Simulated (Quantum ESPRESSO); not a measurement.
**GaN and the effect of the choice of potentials or basis**

Symmetry: F-43m, No. 216, cubic system. Conventional cell: a = 4.507 Å, b = 4.507 Å, c = 4.507 Å, α = 90.00°, β = 90.00°, γ = 90.00°. Ga (site symmetry -43m) has 4 N at 1.95 Å as nearest neighbours. N (site symmetry -43m) is surrounded by 4 Ga at 1.95 Å.

The cell is a database's computed one, not the measured one.

Kept alike: task band structure; functional PBE; k mesh 10 × 10 × 10; occupations fermi-dirac, width 0.05 eV; no spin polarisation. Program: Quantum ESPRESSO. Cutoffs run from 680 to 1551 eV. The mesh is that of the run's cell of 2 atoms. No spin-orbit coupling.

```csv
choice of potentials or basis,band gap (eV),pressure (GPa)
Ansatz NC SR PBE,1.738,5.31
GBRV 1.5 PBE,1.742,5.34
JTH 2.0 PBE,1.718,4.66
PseudoDojo 0.4 SR PBE stringent,1.753,4.71
PseudoDojo 0.4.1 SR PBE standard,1.759,5.18
PseudoDojo 0.5 SR PBE standard,1.759,5.18
PseudoDojo 0.5 SR PBE stringent,1.753,4.71
SG15 PBE 1.2,1.780,5.40
SPMS 1.0 PBE,1.765,5.54
```

Pressure is positive in compression; the values hold the error of the finite cutoff, so their zero can differ a little from the energy's minimum. Gaps are the smaller of the mesh's and the band path's.

Q: What does the choice of potentials or basis change here?

A: The band gap runs from 1.718 (JTH 2.0 PBE) to 1.780 eV (SG15 PBE 1.2). The pressure runs from 4.66 (JTH 2.0 PBE) to 5.54 GPa (SPMS 1.0 PBE).
